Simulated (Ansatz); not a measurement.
The system is MoS2, a slab with vacuum.

```
CELL_PARAMETERS angstrom
3.18402 0.00000 0.00000
-1.59201 2.75744 0.00000
0.00000 0.00000 28.38732
ATOMIC_POSITIONS crystal
Mo 0.33333 0.66667 0.22816
Mo 0.33333 0.66667 0.77184
Mo 0.66667 0.33333 0.00000
S 0.66667 0.33333 0.17349
S 0.66667 0.33333 0.71719
S 0.33333 0.66667 0.94533
S 0.66667 0.33333 0.28281
S 0.66667 0.33333 0.82651
S 0.33333 0.66667 0.05467
```

Base run:

```yaml
Program: Ansatz 0.2.0
Functional: PBE0
Potentials_or_basis: Ansatz PAW
Cutoff: 420 eV
Density_cutoff: 1680 eV
k_mesh: 6 × 6 × 1
Occupations: fixed
Spin: no spin polarisation
```

Its results: band gap on the k mesh 2.32 eV, indirect (least direct gap 2.74 eV); largest force 0.330 eV/Å.

Q: The run is repeated on the same cell with these changes: functional from PBE0 to HSE06; level from pbe0 to hse06. What comes out?

A: Band gap on the k mesh 1.66 eV, indirect (least direct gap 2.08 eV); largest force 0.338 eV/Å.

Caveats: the PAW data sets come from PBE, with cores solved anew for the run's functional, which leaves a small shift of forces and pressure.

Not every run made on this cell is shown here.
